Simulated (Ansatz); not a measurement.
A run of Ansatz 0.2.0 is set up as follows.

The input input.yaml:

```yaml
crystal:
  lattice:
    - [0.0, 2.22, 2.22]
    - [2.22, 0.0, 2.22]
    - [2.22, 2.22, 0.0]
  atoms:
    - { symbol: Hf, position: [0.0, 0.0, 0.0] }
hamiltonian:
  xc: lda
  pseudopotentials: { kind: paw_fr }
magnetization:
  noncollinear: true
  spin_orbit: true
kpoints:
  mp_grid: { grid: [7, 7, 7] }
  band_path:
    path:
      - [[0.0, 0.0, 0.0], [0.5, 0.0, 0.5], [0.5, 0.25, 0.75], [0.375, 0.375, 0.75], [0.0, 0.0, 0.0], [0.5, 0.5, 0.5], [0.625, 0.25, 0.625], [0.5, 0.25, 0.75], [0.5, 0.5, 0.5], [0.375, 0.375, 0.75]]
      - [[0.625, 0.25, 0.625], [0.5, 0.0, 0.5]]
    npoints: 14
scf:
  occupations: { method: fermi_dirac, width: 0.05 }
  n_extra_bands: 6
output:
  forces: true
  stress: true
  eigenvalues: true
  fatbands: false
  write_density: true
  write_potential: true
  elf: true
  volumetric_format: npy
```

Potentials or basis: Ansatz PAW.

Command:

```sh
$ ansatz run input.yaml --threads 2 --pin off --max-ram 5632MiB --backend cpu --events-out ev --progress --plain --runs-dir out
```

Problem. What does it give for the pressure?

Solution. -5.6 GPa.

Problem. What does it give for the band gap on the k mesh?

Solution. None (metal or under the smearing width).

Levels at the corners of the path, in eV from the Fermi level:
| point | band 23 | band 24 | band 25 | band 26 | band 27 | band 28 | band 29 | band 30 |
| --- | --- | --- | --- | --- | --- | --- | --- | --- |
| Γ | -7.20 | -7.20 | 1.24 | 1.24 | 1.24 | 1.24 | 1.57 | 1.57 |
| X | -3.31 | -3.31 | -2.21 | -2.21 | 2.63 | 2.63 | 6.33 | 6.33 |
| W | -1.83 | -1.83 | -0.53 | -0.53 | -0.23 | -0.23 | 2.53 | 2.53 |
| K | -2.27 | -2.27 | -1.46 | -1.46 | 0.90 | 0.90 | 4.03 | 4.03 |
| Γ | -7.20 | -7.20 | 1.24 | 1.24 | 1.24 | 1.24 | 1.57 | 1.57 |
| L | -3.67 | -3.67 | 0.75 | 0.75 | 0.96 | 0.96 | 1.31 | 1.31 |
| U | -2.27 | -2.27 | -1.46 | -1.46 | 0.90 | 0.90 | 4.03 | 4.03 |
| W | -1.83 | -1.83 | -0.53 | -0.53 | -0.23 | -0.23 | 2.53 | 2.53 |
| L | -3.67 | -3.67 | 0.75 | 0.75 | 0.96 | 0.96 | 1.31 | 1.31 |
| K | -2.27 | -2.27 | -1.46 | -1.46 | 0.90 | 0.90 | 4.03 | 4.03 |
| U | -2.27 | -2.27 | -1.46 | -1.46 | 0.90 | 0.90 | 4.03 | 4.03 |
| X | -3.31 | -3.31 | -2.21 | -2.21 | 2.63 | 2.63 | 6.33 | 6.33 |

Caveat: the PAW data sets come from PBE, with cores solved anew for the run's functional, which leaves a small shift of forces and pressure.
